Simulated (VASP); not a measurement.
NaF (Villiaumite) under changes of volume

One of the cells (12.737 Å³/atom); the others are scaled copies at fixed shape and fractional positions:

```xyz
2
Lattice="0.0000 2.3354 2.3354 2.3354 0.0000 2.3354 2.3354 2.3354 0.0000" Properties=species:S:1:pos:R:3 pbc="T T T"
Na    0.0000    0.0000    0.0000
F     2.3354    2.3354    2.3354
```

| Property | Result |
| --- | --- |
| Program | VASP 6.6.1 |
| Functional | PBE |
| Potentials or basis | VASP PAW PBE potentials, release 64 (Na_pv, F) |
| Cutoff | 520 eV |
| k mesh | 10 × 10 × 10 |
| Occupations | fermi-dirac, width 0.05 eV |
| Spin | no spin polarisation |

```csv
volume (Å³/atom),energy over the lowest point (meV/atom),pressure (GPa),gap on the mesh (eV)
11.738,21.49,5.7,6.62
11.988,13.42,4.2,6.50
12.237,7.42,2.9,6.39
12.737,0.89,0.8,6.17
12.987,0.00,-0.1,6.07
13.236,?,?,?
```

**Question.** What does the run at 13.236 Å³/atom give?

**Answer.** Energy over the lowest point 0.48 meV/atom; pressure -1.0 GPa; gap on the mesh 5.98 eV.

Worked out: A Birch-Murnaghan fit of order 3 (a polynomial in V^(-2/3)) to the other rows has its minimum at 13.02 Å³/atom, just outside them, with B0 = V·E''(V) = 46 GPa and B' = 4.2. It gives 0.51 meV/atom at 13.236 Å³/atom, against the run's 0.48, and -dE/dV = -0.7 GPa, against -1.0. A straight line through the other rows of the gap, of slope -5.44 eV per unit of ln V (its deformation potential), extrapolates to 5.96 eV, against the run's 5.98.

Energies are extrapolated to zero smearing.

A mesh can miss the band edges.
